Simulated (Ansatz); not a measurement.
# RbBr (Pm-3m) in Ansatz: settings compared

Aim: see how the results for RbBr move with the level of theory and the settings. Levels: PBE, PBE+D3(BJ), PBE+D4. Tasks: relaxation of cell and atoms.

Program: Ansatz 0.2.0. These are calculated values, not measurements. Logs are shortened: lines on timing, memory, paths and dates and some standing lists are left out, and cuts for length are marked.

## Step 1: The structure

Symmetry: Pm-3m, No. 221, cubic system. Conventional cell: a = 4.126 Å, b = 4.126 Å, c = 4.126 Å, α = 90.00°, β = 90.00°, γ = 90.00°. Rb (site symmetry m-3m) has 8 Br at 3.57 Å as nearest neighbours. Br (site symmetry m-3m) is surrounded by 8 Rb at 3.57 Å.

The cell comes from a database or a generator and needn't be the stable form of this composition.

## Step 2: Relaxation of cell and atoms, PBE

input.yaml reads:

```yaml
crystal:
  lattice:
    - [4.1260773, 0.0, 0.0]
    - [0.0, 4.1260773, 0.0]
    - [0.0, 0.0, 4.1260773]
  atoms:
    - { symbol: Rb, position: [0.0, 0.0, 0.0] }
    - { symbol: Br, position: [0.5, 0.5, 0.5] }
kpoints:
  mp_grid: { grid: [7, 7, 7] }
scf:
  occupations: { method: fermi_dirac, width: 0.05 }
hamiltonian:
  xc: pbe
  pseudopotentials: { kind: all_electron, lapw: { basis_error: 0.001 } }
output:
  forces: true
  stress: true
relax:
  f_tol: 0.01
  max_steps: 60
  cell: {}
```

Potentials or basis: all-electron LAPW, scalar-relativistic.

Launch:

```sh
$ ansatz run input.yaml --threads 1 --pin off --max-ram 3072MiB --backend cpu --events-out ev --progress --plain --runs-dir out
```

The program printed:

```text
Warning: RAYON_NUM_THREADS=1 ignored (pool sized by the plan → 1); use --threads N
The last accepted step is kept in <dir> (removed where the run ends without a failure and the disk answers)
LAPW: plane waves up to 5.518 Å⁻¹, error target 1.0e-3 eV per atom; small_component_spin mean_spin; Br in spheres of 1.715 Å, 23 of its electrons in bands, Dirac shells []; Rb in spheres of 1.751 Å, 25 of its electrons in bands, Dirac shells [] (how accurate: hamiltonian.pseudopotentials.lapw.basis_error, Limitations)
Engine: ansatz 0.2.0, x86_64-unknown-linux-gnu
Pseudopotentials: kind: all_electron
Pseudopotential: Rb, LAPW, valence charge 25, lapw/all_electron/scalar/gaussian/Rb, Koelling and Harmon's equation, gaussian nucleus
Pseudopotential: Br, LAPW, valence charge 23, lapw/all_electron/scalar/gaussian/Br, Koelling and Harmon's equation, gaussian nucleus
Functional definition: PBE
  parameter kappa = 0.804
  parameter beta = 0.06672455060314922
  exchange = pbe_x(kappa = kappa, mu = beta*pi^2/3)
  correlation = pbe_c(beta = beta)
Crystal: 2 atoms, lattice volume = 70.244 Å³
Basis set: ecut = 116.01244330311252 eV, 203 PW (Γ), exchange–correlation at level 2
Bands: 29, of which v1, the nominal top of the filled ones, is band 24 counted from 1 (23 counted from 0)
Symmetry: 48 space group operations
Space group: Pm-3m (ITA 221), of the structure as read, at distance tolerance 4.1e-5 Å
k-points: 20 of 343
Non-local potential: Rb, projectors of the file, none
Non-local potential: Br, projectors of the file, none
Initial density: superposition of atomic densities (chi_scale 0.1, normalization cell, long waves kept (reshape's long-wave potential 0.00 eV rms))
Initial wavefunctions: plane waves of lowest kinetic energy (no species holds an atomic orbital)
Functional: x = pbe(κ = 0.804, μ = 0.2195149727645171), c = pbe(β = 0.06672455060314922)
iter 1 solved again at ethr=7.87e-4 eV; its pass at ethr=1.00e-1 eV (dr2=3.78e-1 eV) is discarded
SCF iter   1: F=—  HF=-152051.417741 eV  |F-HF|=—  |Δ(HF+E_count)|=         —  Δρ=1.36e-2  dr2=3.78e-1  ethr=7.87e-4  ⟨swp⟩=2.3  Hψ=3420  notcnv=0
preconditioner: auto → Resta (q_TF=auto, 2.561 Å⁻¹)  ε∞=2.4  [insulator: Δε(μ)=4.805 eV  Ē_g=13.937 eV  σ=0.050 eV  W_gap=1.00  n_scr=18 (ndim 8)  ℏωp=16.6 eV  f_vac=0.146  D(μ)=0.00/eV (n_scr^D=0)  ε∞_Penn≈2.4]
SCF iter   2: F=—  HF=-152051.191144 eV  |F-HF|=—  |Δ(HF+E_count)|=   2.27e-1  Δρ=6.60e-3  dr2=9.93e-2  ethr=7.87e-4  ⟨swp⟩=2.4  Hψ=1808  notcnv=0
SCF iter   3: F=—  HF=-152051.184677 eV  |F-HF|=—  |Δ(HF+E_count)|=   6.47e-3  Δρ=3.65e-3  dr2=3.17e-2  ethr=2.07e-4  ⟨swp⟩=2.0  Hψ=1826  notcnv=0
iter 4 solved again at ethr=2.81e-6 eV; its pass at ethr=6.61e-5 eV (dr2=1.35e-3 eV) is discarded
SCF iter   4: F=—  HF=-152051.188511 eV  |F-HF|=—  |Δ(HF+E_count)|=   3.83e-3  Δρ=7.73e-4  dr2=1.35e-3  ethr=2.81e-6  ⟨swp⟩=2.0  Hψ=2952  notcnv=0
SCF iter   5: F=—  HF=-152051.188282 eV  |F-HF|=—  |Δ(HF+E_count)|=   2.29e-4  Δρ=1.97e-4  dr2=2.86e-5  ethr=2.81e-6  ⟨swp⟩=3.0  Hψ=1842  notcnv=0
SCF iter   6: F=—  HF=-152051.188349 eV  |F-HF|=—  |Δ(HF+E_count)|=   6.71e-5  Δρ=4.34e-5  dr2=1.52e-6  ethr=5.97e-8  ⟨swp⟩=3.0  Hψ=1864  notcnv=0
SCF iter   7: F=—  HF=-152051.188325 eV  |F-HF|=—  |Δ(HF+E_count)|=   2.34e-5  Δρ=2.59e-5  dr2=5.68e-7  ethr=3.17e-9  ⟨swp⟩=3.0  Hψ=1809  notcnv=0
SCF iter   8: F=-152051.188327 eV  HF=-152051.188327 eV  |F-HF|=3.77e-8  |Δ(HF+E_count)|=   1.42e-6  Δρ=4.84e-6  dr2=2.65e-8  ethr=1.18e-9  ⟨swp⟩=3.0  Hψ=1868  notcnv=0
SCF 1 converged in 8 iterations: F = -152051.188327 eV  dr2 = 2.65e-8
relax step   1: F+E_penalty+E_count = -152051.18832669 eV  Δ(F+E_penalty+E_count) = +0.000e0 eV  max|allowed force component| = 2.095e-31 eV/Å  Δτ_max = 0.0000 Å  P = +0.801 GPa  Ω = 70.244 Å³  (8 SCF iters, accepted)
Crystal: 2 atoms, lattice volume = 71.691 Å³
Basis set: ecut = 114.44696435330079 eV, 203 PW (Γ), exchange–correlation at level 2
Initial density: handed on by an earlier stage of this run
Initial wavefunctions: those handed on with the density
iter 1 solved again at ethr=1.69e-7 eV; its pass at ethr=1.00e-1 eV (dr2=8.12e-5 eV) is discarded
SCF iter   1: F=—  HF=-152051.194077 eV  |F-HF|=—  |Δ(HF+E_count)|=         —  Δρ=1.97e-4  dr2=8.21e-5  ethr=1.69e-7  ⟨swp⟩=5.0  Hψ=3004  notcnv=0
preconditioner: auto → Resta (q_TF=auto, 2.552 Å⁻¹)  ε∞=2.4  [insulator: Δε(μ)=4.052 eV  Ē_g=13.755 eV  σ=0.050 eV  W_gap=1.00  n_scr=18 (ndim 8)  ℏωp=16.4 eV  f_vac=0.255  D(μ)=0.00/eV (n_scr^D=0)  ε∞_Penn≈2.4]
SCF iter   2: F=—  HF=-152051.193998 eV  |F-HF|=—  |Δ(HF+E_count)|=   7.88e-5  Δρ=7.51e-5  dr2=1.46e-5  ethr=1.69e-7  ⟨swp⟩=2.0  Hψ=1760  notcnv=0
SCF iter   3: F=—  HF=-152051.193971 eV  |F-HF|=—  |Δ(HF+E_count)|=   2.66e-5  Δρ=4.72e-5  dr2=5.95e-6  ethr=3.03e-8  ⟨swp⟩=2.0  Hψ=1760  notcnv=0
iter 4 solved again at ethr=1.12e-9 eV; its pass at ethr=1.24e-8 eV (dr2=5.37e-7 eV) is discarded
SCF iter   4: F=—  HF=-152051.193971 eV  |F-HF|=—  |Δ(HF+E_count)|=   5.42e-7  Δρ=1.41e-5  dr2=5.37e-7  ethr=1.12e-9  ⟨swp⟩=2.0  Hψ=2940  notcnv=0
SCF iter   5: F=-152051.193971 eV  HF=-152051.193971 eV  |F-HF|=8.41e-9  |Δ(HF+E_count)|=   5.08e-8  Δρ=2.84e-6  dr2=6.34e-9  ethr=1.12e-9  ⟨swp⟩=2.0  Hψ=1760  notcnv=0
SCF 2 converged in 5 iterations: F = -152051.193971 eV  dr2 = 6.34e-9
relax step   2: F+E_penalty+E_count = -152051.19397055 eV  Δ(F+E_penalty+E_count) = -5.644e-3 eV  max|allowed force component| = 7.190e-32 eV/Å  Δτ_max = 0.0000 Å  P = +0.456 GPa  Ω = 71.691 Å³  (5 SCF iters, accepted)
Crystal: 2 atoms, lattice volume = 73.696 Å³
Basis set: ecut = 112.3610858587151 eV, 203 PW (Γ), exchange–correlation at level 2
iter 1 solved again at ethr=3.34e-7 eV; its pass at ethr=1.00e-1 eV (dr2=1.61e-4 eV) is discarded
SCF iter   1: F=—  HF=-152051.197191 eV  |F-HF|=—  |Δ(HF+E_count)|=         —  Δρ=2.72e-4  dr2=1.63e-4  ethr=3.34e-7  ⟨swp⟩=4.6  Hψ=3006  notcnv=0
preconditioner: auto → Resta (q_TF=auto, 2.540 Å⁻¹)  ε∞=2.4  [insulator: Δε(μ)=3.968 eV  Ē_g=13.688 eV  σ=0.050 eV  W_gap=1.00  n_scr=18 (ndim 8)  ℏωp=16.2 eV  f_vac=0.255  D(μ)=0.00/eV (n_scr^D=0)  ε∞_Penn≈2.4]
SCF iter   2: F=—  HF=-152051.197034 eV  |F-HF|=—  |Δ(HF+E_count)|=   1.57e-4  Δρ=1.03e-4  dr2=2.87e-5  ethr=3.34e-7  ⟨swp⟩=2.0  Hψ=1760  notcnv=0
SCF iter   3: F=—  HF=-152051.197005 eV  |F-HF|=—  |Δ(HF+E_count)|=   2.97e-5  Δρ=6.56e-5  dr2=1.20e-5  ethr=5.99e-8  ⟨swp⟩=2.0  Hψ=1760  notcnv=0
iter 4 solved again at ethr=2.21e-9 eV; its pass at ethr=2.50e-8 eV (dr2=1.06e-6 eV) is discarded
SCF iter   4: F=—  HF=-152051.197004 eV  |F-HF|=—  |Δ(HF+E_count)|=   1.01e-6  Δρ=1.93e-5  dr2=1.06e-6  ethr=2.21e-9  ⟨swp⟩=2.0  Hψ=2940  notcnv=0
SCF iter   5: F=—  HF=-152051.197004 eV  |F-HF|=—  |Δ(HF+E_count)|=   7.26e-8  Δρ=3.93e-6  dr2=1.28e-8  ethr=2.21e-9  ⟨swp⟩=2.0  Hψ=1760  notcnv=0
SCF iter   6: F=-152051.197004 eV  HF=-152051.197004 eV  |F-HF|=2.62e-10  |Δ(HF+E_count)|=   3.01e-8  Δρ=6.77e-7  dr2=4.69e-10  ethr=2.67e-11  ⟨swp⟩=3.0  Hψ=1850  notcnv=0
SCF 3 converged in 6 iterations: F = -152051.197004 eV  dr2 = 4.69e-10
relax step   3: F+E_penalty+E_count = -152051.19700357 eV  Δ(F+E_penalty+E_count) = -3.033e-3 eV  max|allowed force component| = 4.930e-32 eV/Å  Δτ_max = 0.0000 Å  P = +0.040 GPa  Ω = 73.696 Å³  (6 SCF iters, accepted)
iter 1 solved again at ethr=1.00e-12 eV; its pass at ethr=1.00e-1 eV (dr2=2.24e-10 eV) is discarded
SCF iter   1: F=—  HF=-152051.197026 eV  |F-HF|=—  |Δ(HF+E_count)|=         —  Δρ=4.26e-7  dr2=1.98e-10  ethr=4.85e-12 (applied; sched 1.00e-12)  ⟨swp⟩=7.0  Hψ=3340  notcnv=0
preconditioner: auto → Resta (q_TF=auto, 2.540 Å⁻¹)  ε∞=2.4  [insulator: Δε(μ)=3.947 eV  Ē_g=13.681 eV  σ=0.050 eV  W_gap=1.00  n_scr=18 (ndim 8)  ℏωp=16.2 eV  f_vac=0.255  D(μ)=0.00/eV (n_scr^D=0)  ε∞_Penn≈2.4]
SCF iter   2: F=-152051.197002 eV  HF=-152051.197002 eV  |F-HF|=2.76e-9  |Δ(HF+E_count)|=   2.34e-5  Δρ=4.73e-7  dr2=1.88e-10  ethr=4.80e-12 (applied; sched 1.00e-12)  ⟨swp⟩=3.8  Hψ=1952  notcnv=0
SCF 4 converged in 2 iterations: F = -152051.197002 eV  dr2 = 1.88e-10
relax step   4: F+E_penalty+E_count = -152051.19700245 eV  Δ(F+E_penalty+E_count) = +1.115e-6 eV  max|allowed force component| = 1.643e-32 eV/Å  Δτ_max = 0.0000 Å  P = +0.040 GPa  Ω = 73.696 Å³  stress off target by 3.96e-2 GPa  SCF on the basis re-selected at this cell (its energy is not comparable with the rows above)  (2 SCF iters)
basis re-selected at this cell: Δ(F+E_penalty+E_count) = +1.115e-6 eV, ΔP = -0.000 GPa vs the last step (what re-selecting the basis moved, after the strain that the cell walked since its last selection, with what the two solves' SCF thresholds leave and, on support functions, any second-order correction that the steps lacked; it is no measure of the basis error at this ecutwfc). This SCF's stress stands 3.96e-2 GPa from its target on what of the cell is left free (relax.cell.stress_tol is 5.00e-2 GPa) and its largest allowed force component is 1.64e-32 eV/Å (relax.f_tol is 1.00e-2 eV/Å): within both
SCF converged after 2 iterations
Free energy (F): -152051.197002 eV
Harris-Foulkes:  -152051.197002 eV  (|F-HF|=2.76e-9)
Internal energy: -152051.197002 eV  (E = F + TS)
E sigma→0 (E₀):  -152051.197002 eV
Fermi energy:    5.990584 eV
--- Per-component energies (eV) ---
  E_band       = -3798.871673
  E_kinetic    = 156113.795631
  E_xc         = -5257.206787
  E_electrostatic = -302907.785847  (all electrons and nuclei)
  E_smearing   = -0.000000  (= −TS)
  E_closure    = 0.000000  (closes the sum)
  E_atoms      = -152045.227687  (free atoms, spherical and without spin; not in F)
  Σ components = -152051.197002   (vs F -152051.197002, Δ=0.00e0)
  Basis errors (estimates in eV, not in F): energy 3.6e-4 per atom: plane waves 3.2e-4 (1.7e-4 summed), levels above the bands 9.1e-58, relativity 3.4e-8, radial functions 4.2e-5, core shells 6.4e-7; eigenvalues (radial functions only) 1.3e-5; not estimated: angular momenta, meshes, grids; target (lapw.basis_error) 1.0e-3; muffin-tin radii Br 1.743 Å, Rb 1.779 Å
--- Forces (eV/Å), atoms counted from 1 ---
  atom   1  Rb     0.00000000    -0.00000000     0.00000000
  atom   2  Br     0.00000000    -0.00000000     0.00000000
  max |Σ_I F_I| component: 8.22e-32 eV/Å
--- Stress (GPa, compression-positive) ---
        0.039600      -0.000000      -0.000000
       -0.000000       0.039600      -0.000000
       -0.000000      -0.000000       0.039600
  P = ⅓ Tr σ = 0.0396 GPa (0.396 kbar)
--- Relaxed structure (3 steps of the walk, 3 accepted, 1 SCFs on fresh bases) ---
  F+E_penalty+E_count = -152051.19700245 eV   max|allowed force component| = 1.643e-32 eV/Å   (the final SCF, on the basis selected at the relaxed cell)
  cell:  # Å, volume = 73.6962 Å³
    - [4.1925831341908175, -5.095689644524561e-34, 3.209883240645393e-34]
    - [-5.095689644524561e-34, 4.1925831341908175, 0.0]
    - [6.419766481290786e-35, 0.0, 4.1925831341908175]
  atoms:
    - { symbol: Rb, position: [3.11180136217596e-35, 7.293284442629877e-37, -2.9173137770395685e-36] }
    - { symbol: Br, position: [0.5, 0.5, 0.5] }
```

It took 19 s on 1 thread of Intel Xeon Platinum 8175M at 2.50GHz (Skylake/Cascade Lake), shared host; peak memory 0.3 GiB.

What came out:

| Property | Result |
| --- | --- |
| Free energy | -152051.1970 eV |
| Relaxed volume | 36.85 Å³/atom |
| Relaxed cell | a = 4.193 Å, b = 4.193 Å, c = 4.193 Å, α = 90.00°, β = 90.00°, γ = 90.00° |
| Space group after relaxing (to 0.05 Å) | Pm-3m (No. 221) |
| Energy gained by relaxing | 4.3 meV/atom |
| Ionic steps | 4 |
| Pressure after relaxing | 0.0 GPa |
| Band gap on the k mesh | 3.95 eV |

Step by step:
| step | energy change (eV) | largest force (eV/Å) | volume (Å³) |
| --- | --- | --- | --- |
| 1 | 0.0000 | 0.0000 | 70.24 |
| 2 | -0.0056 | 0.0000 | 71.69 |
| 3 | -0.0087 | 0.0000 | 73.70 |
| 4 | -0.0087 | 0.0000 | 73.70 |

Final structure:
```cif
data_structure
_symmetry_space_group_name_H-M 'P 1'
_symmetry_Int_Tables_number 1
_cell_length_a 4.1926
_cell_length_b 4.1926
_cell_length_c 4.1926
_cell_angle_alpha 90.000
_cell_angle_beta 90.000
_cell_angle_gamma 90.000
_cell_volume 73.70
loop_
_atom_site_label
_atom_site_type_symbol
_atom_site_fract_x
_atom_site_fract_y
_atom_site_fract_z
_atom_site_occupancy
Rb1 Rb 0.00000 0.00000 0.00000 1
Br1 Br 0.50000 0.50000 0.50000 1
```

Caveat: an odd mesh through Γ misses points on the zone boundary, where band edges often lie.

## Step 3: Relaxation of cell and atoms, PBE+D3(BJ)

Changes to input.yaml since step 2:

```diff
@@ -14,2 +14,3 @@
   xc: pbe
+  dispersion: d3bj
   pseudopotentials: { kind: all_electron, lapw: { basis_error: 0.001 } }
```

Potentials or basis: all-electron LAPW, scalar-relativistic.

Launch:

```sh
$ ansatz run input.yaml --threads 1 --pin off --max-ram 3072MiB --backend cpu --events-out ev --progress --plain --runs-dir out
```

It took 13 s on 1 thread of Intel Xeon Platinum 8175M at 2.50GHz (Skylake/Cascade Lake), shared host; peak memory 0.31 GiB.

Results (log left out):

- Free energy: -152051.6493 eV
- Relaxed volume: 34.64 Å³/atom
- Relaxed cell: a = 4.107 Å, b = 4.107 Å, c = 4.107 Å, α = 90.00°, β = 90.00°, γ = 90.00°
- Space group after relaxing (to 0.05 Å): Pm-3m (No. 221)
- Energy gained by relaxing: 0.3 meV/atom
- Ionic steps: 4
- Pressure after relaxing: 0.0 GPa
- Band gap on the k mesh: 4.16 eV

The path:
```tsv
step	energy change (eV)	largest force (eV/Å)	volume (Å³)
1	0.0000	0.0000	70.24
2	-0.0004	0.0000	69.85
3	-0.0007	0.0000	69.27
4	-0.0007	0.0000	69.27
```

Final structure:
```cif
data_structure
_symmetry_space_group_name_H-M 'P 1'
_symmetry_Int_Tables_number 1
_cell_length_a 4.1069
_cell_length_b 4.1069
_cell_length_c 4.1069
_cell_angle_alpha 90.000
_cell_angle_beta 90.000
_cell_angle_gamma 90.000
_cell_volume 69.27
loop_
_atom_site_label
_atom_site_type_symbol
_atom_site_fract_x
_atom_site_fract_y
_atom_site_fract_z
_atom_site_occupancy
Rb1 Rb 0.00000 0.00000 0.00000 1
Br1 Br 0.50000 0.50000 0.50000 1
```

Caveat: an odd mesh through Γ misses points on the zone boundary, where band edges often lie.

## Step 4: Relaxation of cell and atoms, PBE+D4

Changes to input.yaml since step 3:

```diff
@@ -14,3 +14,3 @@
   xc: pbe
-  dispersion: d3bj
+  dispersion: d4
   pseudopotentials: { kind: all_electron, lapw: { basis_error: 0.001 } }
```

Launch:

```sh
$ ansatz run input.yaml --threads 1 --pin off --max-ram 3072MiB --backend cpu --events-out ev --progress --plain --runs-dir out
```

It took 14 s on 1 thread of Intel Xeon Platinum 8175M at 2.50GHz (Skylake/Cascade Lake), shared host; peak memory 0.31 GiB.

Results (log left out):

- Free energy: -152051.4743 eV
- Relaxed volume: 35.43 Å³/atom
- Relaxed cell: a = 4.138 Å, b = 4.138 Å, c = 4.138 Å, α = 90.00°, β = 90.00°, γ = 90.00°
- Space group after relaxing (to 0.05 Å): Pm-3m (No. 221)
- Energy gained by relaxing: 0.1 meV/atom
- Ionic steps: 4
- Pressure after relaxing: 0.0 GPa
- Band gap on the k mesh: 4.08 eV

Step by step:
| step | energy change (eV) | largest force (eV/Å) | volume (Å³) |
| --- | --- | --- | --- |
| 1 | 0.0000 | 0.0000 | 70.24 |
| 2 | -0.0002 | 0.0000 | 70.50 |
| 3 | -0.0003 | 0.0000 | 70.86 |
| 4 | -0.0003 | 0.0000 | 70.86 |

Final structure:
```
Rb Br
1.0
     4.13807    0.00000    0.00000
     0.00000    4.13807    0.00000
     0.00000    0.00000    4.13807
Rb Br
1 1
Direct
  0.00000 0.00000 0.00000
  0.50000 0.50000 0.50000
```

Caveat: an odd mesh through Γ misses points on the zone boundary, where band edges often lie. Expect the measured gap to be larger: semilocal functionals such as PBE lack the derivative discontinuity.

## Step 5: Overview

| level | gap on the mesh (eV) | pressure (GPa) | relaxed volume (Å³/atom) |
| --- | --- | --- | --- |
| PBE | 3.95 | 0.0 | 36.85 |
| PBE+D3(BJ) | 4.16 | 0.0 | 34.64 |
| PBE+D4 | 4.08 | 0.0 | 35.43 |

Alike in all rows: task relaxation of cell and atoms; potentials or basis all-electron LAPW, scalar-relativistic; no spin polarisation; cell relaxed; k mesh 7 × 7 × 7; smearing fermi-dirac 0.05 eV; basis error allowed 0.001 eV/atom.

Caveats: an odd mesh through Γ misses points on the zone boundary, where band edges often lie.

Compare energies only between runs with the same functional and basis.
